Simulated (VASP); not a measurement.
# InP (Fm-3m) in VASP: a series of runs, part 3 of 3

VASP 6.6.1.

**5. Phonons, PBE**

Input file POSCAR:

```
InP
1.0
    0.0000000000      2.7688340000      2.7688340000
    2.7688340000      0.0000000000      2.7688340000
    2.7688340000      2.7688340000      0.0000000000
In P
1 1
Direct
    0.0000000000      0.0000000000      0.0000000000
    0.5000000000      0.5000000000      0.5000000000
```

Input file INCAR.step1:

```
SYSTEM = InP
ALGO = Fast
EDIFF = 1E-8
EDIFFG = -0.002
ENCUT = 600
GGA = PE
IBRION = 2
ISIF = 3
ISMEAR = 0
LASPH = .TRUE.
LCHARG = .FALSE.
LREAL = .FALSE.
LWAVE = .FALSE.
NELM = 60
NSW = 40
PREC = Accurate
SIGMA = 0.02
```

Input file INCAR.step2:

```
SYSTEM = InP
ALGO = Fast
EDIFF = 1E-8
ENCUT = 600
GGA = PE
IBRION = 6
ISIF = 2
ISMEAR = 0
LASPH = .TRUE.
LCHARG = .FALSE.
LREAL = .FALSE.
LWAVE = .FALSE.
NELM = 60
NFREE = 2
NSW = 1
POTIM = 0.015
PREC = Accurate
SIGMA = 0.02
```

Input file KPOINTS:

```
k-points
0
G
  6 6 6
  0 0 0
```

Potentials or basis: VASP PAW PBE potentials, release 64 (In_d, P).

The run is started by

```console
> cat potpaw_PBE.64/In_d/POTCAR potpaw_PBE.64/P/POTCAR > POTCAR
> cp INCAR.step1 INCAR
> mpirun -np 1 vasp_std > vasp.out
> cp CONTCAR POSCAR
> cp INCAR.step2 INCAR
> mpirun -np 1 vasp_std > vasp.out
```

OUTCAR:

```text
SYSTEM = InP
   EDIFF = 1E-8
   ENCUT = 600
   GGA = PE
   IBRION = 6
   ISIF = 2
   ISMEAR = 0
   LASPH = .TRUE.
   LREAL = .FALSE.
   NELM = 60
   NFREE = 2
   NSW = 1
   POTIM = 0.015
   PREC = Accurate

 ion  position               nearest neighbor table
   1  0.000  0.000  0.000-   2 2.77   2 2.77   2 2.77   2 2.77   2 2.77   2 2.77
   2  0.500  0.500  0.500-   1 2.77   1 2.77   1 2.77   1 2.77   1 2.77   1 2.77

  LATTYP: Found a face centered cubic cell.
 ALAT       =     5.5439401644

  Lattice vectors:

 A1 = (   0.0000000000,   2.7719700822,   2.7719700822)
 A2 = (   2.7719700822,   0.0000000000,   2.7719700822)
 A3 = (   2.7719700822,   2.7719700822,   0.0000000000)

Analysis of symmetry for initial positions (statically):
=====================================================================
 Subroutine PRICEL returns:
 Original cell was already a primitive cell.

 Routine SETGRP: Setting up the symmetry group for a
 face centered cubic supercell.

 Subroutine GETGRP returns: Found 48 space group operations
 (whereof 48 operations were pure point group operations)
 out of a pool of 48 trial point group operations.

The static configuration has the point symmetry O_h .

Analysis of symmetry for dynamics (positions and initial velocities):
=====================================================================
 Subroutine PRICEL returns:
 Original cell was already a primitive cell.

 Routine SETGRP: Setting up the symmetry group for a
 face centered cubic supercell.

 Subroutine GETGRP returns: Found 48 space group operations
 (whereof 48 operations were pure point group operations)
 out of a pool of 48 trial point group operations.

The dynamic configuration has the point symmetry O_h .

 Subroutine INISYM returns: Found 48 space group operations
 (whereof 48 operations are pure point group operations),
 and found     1 'primitive' translations

----------------------------------------------------------------------------------------

                                     Primitive cell

  volume of cell :      42.5986

  direct lattice vectors                    reciprocal lattice vectors
     0.000000000  2.771970082  2.771970082    -0.180377127  0.180377127  0.180377127
     2.771970082  0.000000000  2.771970082     0.180377127 -0.180377127  0.180377127
     2.771970082  2.771970082  0.000000000     0.180377127  0.180377127 -0.180377127

  length of vectors
     3.920157685  3.920157685  3.920157685     0.312422349  0.312422349  0.312422349

  position of ions in fractional coordinates (direct lattice)
     0.000000000  0.000000000  0.000000000
     0.500000000  0.500000000  0.500000000

  ion indices of the primitive-cell ions
   primitive index   ion index
                 1           1
                 2           2

----------------------------------------------------------------------------------------

 KPOINTS: k-points
[... 105 lines left out ...]
  ext. energy  EPLUGINS =         0.00000000
  ---------------------------------------------------
  free energy    TOTEN  =        -7.92552504 eV

  energy without entropy =       -7.92466790  energy(sigma->0) =       -7.92509647

------------------------ aborting loop because EDIFF is reached ----------------------------------------

  FORCE on cell =-STRESS in cart. coord.  units (eV):
  Direction    XX          YY          ZZ          XY          YZ          ZX
  --------------------------------------------------------------------------------------
  -------------------------------------------------------------------------------------
  Total        0.0008876      0.0008876      0.0008876     -0.0000000     -0.0000000      0.0000000
  in kB        0.0333854      0.0333854      0.0333854     -0.0000000     -0.0000000      0.0000000
  external PRESSURE =       0.0333854 kB  Pullay stress =       0.0000000 kB
[... 131 lines left out ...]
--------------------------------------- Ionic step        5  -------------------------------------------

 number of electron      17.9999998 magnetization

 Free energy of the ion-electron system (eV)
  ---------------------------------------------------
  ext. energy  EPLUGINS =         0.00000000
  ---------------------------------------------------
  free energy    TOTEN  =        -7.92525067 eV

  energy without entropy =       -7.92439552  energy(sigma->0) =       -7.92482310

 E-fermi :   6.9385     XC(G=0): -10.3806

 val. band max:        6.9120659877   @ k =   0.0000  -0.3333   0.1667
 cond. band min:       6.9485852108   @ k =   0.3333   0.0000   0.0000
 fundamental gap:      0.0365192231
 Fermi energy:         6.9384687243

 k-point     1 :       0.0000    0.0000    0.0000
  band No.  band energies     occupation
      1      -7.1706      2.00000
      2      -7.1705      2.00000
      3      -7.1500      2.00000
      4      -7.1500      2.00000
      5      -7.1500      2.00000
      6      -5.0072      2.00000
      7       6.6915      2.00000
      8       6.6918      2.00000
      9       6.6918      2.00000
     10       7.4853      0.00000
     11      14.0904      0.00000
     12      14.0904      0.00000
     13      14.0916      0.00000
[... 354 lines left out ...]
  band No.  band energies     occupation
      1      -7.3594      2.00000
      2      -7.1829      2.00000
      3      -7.1406      2.00000
      4      -7.0952      2.00000
      5      -7.0631      2.00000
      6      -2.1693      2.00000
      7       1.5320      2.00000
      8       3.0513      2.00000
      9       5.7944      2.00000
     10       7.8392      0.00000
     11      12.8170      0.00000
     12      12.9046      0.00000
     13      14.6430      0.00000

 [... further k-points ...]

------------------------ aborting loop because EDIFF is reached ----------------------------------------

  FORCE on cell =-STRESS in cart. coord.  units (eV):
  Direction    XX          YY          ZZ          XY          YZ          ZX
  --------------------------------------------------------------------------------------
  -------------------------------------------------------------------------------------
  Total        0.0082457      0.0003296      0.0003296      0.0000000     -0.0000000      0.0000000
  in kB        0.3101293      0.0123950      0.0123950      0.0000000     -0.0000000      0.0000000
  external PRESSURE =       0.1116398 kB  Pullay stress =       0.0000000 kB
[... 17 lines left out ...]
  FREE ENERGIE OF THE ION-ELECTRON SYSTEM (eV)
  ---------------------------------------------------
  free  energy   TOTEN  =        -7.9252506734 eV

  energy  without entropy=       -7.9243955174  energy(sigma->0) =       -7.92482310

 INTERNAL STRAIN TENSORS FROM DISPLACED ATOMS
 ============================================

 INTERNAL STRAIN TENSOR FOR ION    1 for displacements in x,y,z  (eV/Angst):
          X           Y           Z          XY          YZ          ZX
  --------------------------------------------------------------------------------
  x     0.00000     0.00000     0.00000     0.00000     0.00000     0.00000
  y     0.00000     0.00000     0.00000     0.00000     0.00000     0.00000
  z     0.00000     0.00000     0.00000     0.00000     0.00000     0.00000

 INTERNAL STRAIN TENSOR FOR ION    2 for displacements in x,y,z  (eV/Angst):
          X           Y           Z          XY          YZ          ZX
  --------------------------------------------------------------------------------
  x     0.00000     0.00000     0.00000     0.00000     0.00000     0.00000
  y     0.00000     0.00000     0.00000     0.00000     0.00000     0.00000
  z     0.00000     0.00000     0.00000     0.00000     0.00000     0.00000

 Eigenvectors and eigenvalues of the dynamical matrix
 ----------------------------------------------------

   1 f  =    4.945517 THz    31.073597 2PiTHz  164.964676 cm-1    20.453004 meV
             X         Y         Z           dx          dy          dz
      0.000000  0.000000  0.000000     0.000000    0.461565    0.000000
      2.771970  2.771970  2.771970     0.000000   -0.887106    0.000000
[... 21 lines left out ...]
   6 f/i=    0.003575 THz     0.022464 2PiTHz    0.119259 cm-1     0.014786 meV
             X         Y         Z           dx          dy          dz
      0.000000  0.000000  0.000000     0.000000    0.000000    0.887106
      2.771970  2.771970  2.771970     0.000000    0.000000    0.461565

 ELASTIC MODULI CONTR FROM IONIC RELAXATION (kBar)
 Direction    XX          YY          ZZ          XY          YZ          ZX
 --------------------------------------------------------------------------------
 XX           0.0000      0.0000      0.0000      0.0000      0.0000      0.0000
 YY           0.0000      0.0000      0.0000      0.0000      0.0000      0.0000
 ZZ           0.0000      0.0000      0.0000      0.0000      0.0000      0.0000
 XY           0.0000      0.0000      0.0000      0.0000      0.0000      0.0000
 YZ           0.0000      0.0000      0.0000      0.0000      0.0000      0.0000
 ZX           0.0000      0.0000      0.0000      0.0000      0.0000      0.0000
 --------------------------------------------------------------------------------
```

Run time: 2.3 min. Hardware: 1 thread of Intel Xeon Platinum 8559C (Emerald Rapids), shared host; peak memory 0.19 GiB.

Results:

| Item | Value |
| --- | --- |
| Relaxed volume | 21.30 Å³/atom |
| Relaxed cell | a = 3.920 Å, b = 3.920 Å, c = 3.920 Å, α = 60.00°, β = 60.00°, γ = 60.00° |
| Space group after relaxing (to 0.05 Å) | Fm-3m (No. 225) |
| Highest phonon frequency at Γ, LO-TO splitting left out | 165 cm⁻¹ |

Step by step:
| step | energy change (eV) | largest force (eV/Å) | pressure (GPa) | volume (Å³) |
| --- | --- | --- | --- | --- |
| 1 | 0.0000 | 0.0000 | 0.25 | 42.45 |
| 2 | -0.0001 | 0.0000 | -0.11 | 42.66 |
| 3 | -0.0001 | 0.0000 | 0.00 | 42.60 |

Final structure:
```
In P
1.0
     0.00000    2.77197    2.77197
     2.77197    0.00000    2.77197
     2.77197    2.77197    0.00000
In P
1 1
Direct
  0.00000 0.00000 0.00000
  0.50000 0.50000 0.50000
```

Phonon frequencies in cm⁻¹ (negative: imaginary):
```
              q point        frequencies
(0.000, 0.000, 0.000)  0 0 0 165 165 165
```

**6. Elastic constants, PBE**

POSCAR is that of step 5.

Input file INCAR.step1:

```
PREC     = Accurate       # precision mode
ENCUT    = 600            # plane-wave cutoff, eV
EDIFF    = 1E-8           # SCF threshold, eV
ISMEAR   = 0              # smearing method
SIGMA    = 0.02           # smearing width, eV
LREAL    = F              # projectors in reciprocal space
LASPH    = T              # aspherical terms in the spheres
NELM     = 100            # most SCF steps
ALGO     = Fast           # electronic algorithm
ISIF     = 3              # what is computed and relaxed
LWAVE    = F              # write WAVECAR
LCHARG   = F              # write CHGCAR
GGA      = PE             # functional
IBRION   = 2              # ionic algorithm
NSW      = 40             # ionic steps
EDIFFG   = -0.002         # ionic threshold
```

Input file INCAR.step2:

```
PREC     = Accurate       # precision mode
ENCUT    = 600            # plane-wave cutoff, eV
EDIFF    = 1E-8           # SCF threshold, eV
ISMEAR   = 0              # smearing method
SIGMA    = 0.02           # smearing width, eV
LREAL    = F              # projectors in reciprocal space
LASPH    = T              # aspherical terms in the spheres
NELM     = 100            # most SCF steps
ALGO     = Fast           # electronic algorithm
ISIF     = 3              # what is computed and relaxed
LWAVE    = F              # write WAVECAR
LCHARG   = F              # write CHGCAR
GGA      = PE             # functional
IBRION   = 6              # ionic algorithm
NFREE    = 2            
POTIM    = 0.015          # step
NSW      = 1              # ionic steps
```

Input file KPOINTS:

```
Automatic mesh
0
Gamma
  6 6 6
```

Potentials or basis: VASP PAW PBE potentials, release 64 (In_d, P).

The run is started by

```console
> cat potpaw_PBE.64/In_d/POTCAR potpaw_PBE.64/P/POTCAR > POTCAR
> cp INCAR.step1 INCAR
> mpirun -np 1 vasp_std > vasp.out
> cp CONTCAR POSCAR
> cp INCAR.step2 INCAR
> mpirun -np 1 vasp_std > vasp.out
```

It took 4.6 min on 1 thread of Intel Xeon Platinum 8559C (Emerald Rapids), shared host; peak memory 0.24 GiB.

It converged, with:

```yaml
Relaxed_volume: 21.30 Å³/atom
Relaxed_cell: a = 3.920 Å, b = 3.920 Å, c = 3.920 Å, α = 60.00°, β = 60.00°, γ = 60.00°
Space_group_after_relaxing_to_0.05_Å: Fm-3m (No. 225)
Elastic_constants_C11_C12_C44: 137, 45, -19 GPa
Voigt_bulk_modulus: 75 GPa
Highest_phonon_frequency_at_Γ_LO-TO_splitting_left_out: 165 cm⁻¹
```

Step by step:
```
step  energy change (eV)  largest force (eV/Å)  pressure (GPa)  volume (Å³)
   1              0.0000                0.0000            0.25        42.45
   2             -0.0001                0.0000           -0.11        42.66
   3             -0.0001                0.0000            0.00        42.60
```

Final structure:
```
In P
1.0
     0.00000    2.77197    2.77197
     2.77197    0.00000    2.77197
     2.77197    2.77197    0.00000
In P
1 1
Direct
  0.00000 0.00000 0.00000
  0.50000 0.50000 0.50000
```

Phonon frequencies in cm⁻¹ (negative: imaginary):
```
              q point        frequencies
(0.000, 0.000, 0.000)  0 0 0 165 165 165
```

Elastic tensor in Voigt notation (GPa, in the Cartesian axes of the cell as first typed):
```
137  45  45   0   0   0
 45 137  45   0   0   0
 45  45 137   0   0   0
  0   0   0 -19   0   0
  0   0   0   0 -19   0
  0   0   0   0   0 -19
```

Clamped-ion elastic tensor (GPa):
```
137  45  45   0   0   0
 45 137  45   0   0   0
 45  45 137   0   0   0
  0   0   0 -19   0   0
  0   0   0   0 -19   0
  0   0   0   0   0 -19
```

Caveat: the elastic tensor has a negative eigenvalue, so either the cell is unstable as it stands or the mesh is too thin.

**7. The reference run**

An earlier run on the cell as given: functional PBE; potentials or basis VASP PAW PBE potentials, release 64 (In_d, P); cutoff 520 eV; k mesh 8 × 8 × 8; occupations fermi-dirac, width 0.05 eV; no spin polarisation.

* Pressure: -0.1 GPa
* Band gap on the k mesh: none (metal or under the smearing width)

**8. Overview**

| task | cell | k mesh | cutoff (eV) | smearing | k mesh for the DOS | occupations for the DOS | ions in elastic constants | gap on the mesh (eV) | pressure (GPa) |
| --- | --- | --- | --- | --- | --- | --- | --- | --- | --- |
| density of states | as given | 8 × 8 × 8 | 520 | gaussian 0.02 eV | 12 × 12 × 12 | tetrahedron | - | - | - |
| electric field gradients | as given | 8 × 8 × 8 | 520 | gaussian 0.02 eV | - | - | - | none | -0.1 |
| core levels | as given | 8 × 8 × 8 | 520 | gaussian 0.02 eV | - | - | - | none | -0.1 |
| phonons | relaxed | 6 × 6 × 6 | 600 | gaussian 0.02 eV | - | - | - | - | - |
| elastic constants | relaxed | 6 × 6 × 6 | 600 | gaussian 0.02 eV | - | - | relaxed | - | - |
| single point | as given | 8 × 8 × 8 | 520 | fermi-dirac 0.05 eV | - | - | - | none | -0.1 |

Alike in all rows: level PBE; potentials or basis VASP PAW PBE potentials, release 64 (In_d, P); no spin polarisation.

Every run on the cell as given and a fine mesh finds a metal.

Caveats: the elastic tensor has a negative eigenvalue, so either the cell is unstable as it stands or the mesh is too thin (some runs).

Absolute energies hang on the potentials; compare differences alone.
